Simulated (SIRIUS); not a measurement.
# HfO2 under changes of volume

One of the cells (10.929 Å³/atom); the others are scaled copies at fixed shape and fractional positions:

```
Hf O
1.0
     0.00000    2.54034    2.54034
     2.54034    0.00000    2.54034
     2.54034    2.54034    0.00000
Hf O
1 2
Direct
  0.00000 0.00000 0.00000
  0.75000 0.75000 0.75000
  0.25000 0.25000 0.25000
```

Measurements of this composition are mostly on another form, of space group No. 14.

```yaml
Program: SIRIUS 7.12.0
Functional: LDA
Potentials_or_basis: all-electron FP-LAPW
Cutoff: 306 eV
Basis: apw+lo standard
k_mesh: 9 × 9 × 9
Occupations: fermi-dirac, width 0.05 eV
Spin: no spin polarisation
```

| volume (Å³/atom) | energy over the lowest point (meV/atom) | gap on the mesh (eV) |
| --- | --- | --- |
| 10.483 | 0.00 | 3.76 |
| 10.706 | 6.03 | 3.71 |
| 10.929 | 19.49 | 3.66 |
| 11.152 | 39.34 | 3.61 |
| 11.375 | ? | ? |

Q: What does the run at 11.375 Å³/atom give?

A: Energy over the lowest point 65.13 meV/atom; gap on the mesh 3.56 eV.

Worked out: A Birch-Murnaghan fit of order 2 (a polynomial in V^(-2/3)) to the other rows has its minimum at 10.42 Å³/atom, just outside them, with B0 = V·E''(V) = 280 GPa. It gives 65.15 meV/atom at 11.375 Å³/atom, against the run's 65.13. A straight line through the other rows of the gap, of slope -2.42 eV per unit of ln V, extrapolates to 3.56 eV, against the run's 3.56.

Energies are extrapolated to zero smearing.

Caveats: spin-orbit coupling is left out, which moves the levels of the heavy elements; an odd mesh through Γ misses points on the zone boundary, where band edges often lie.
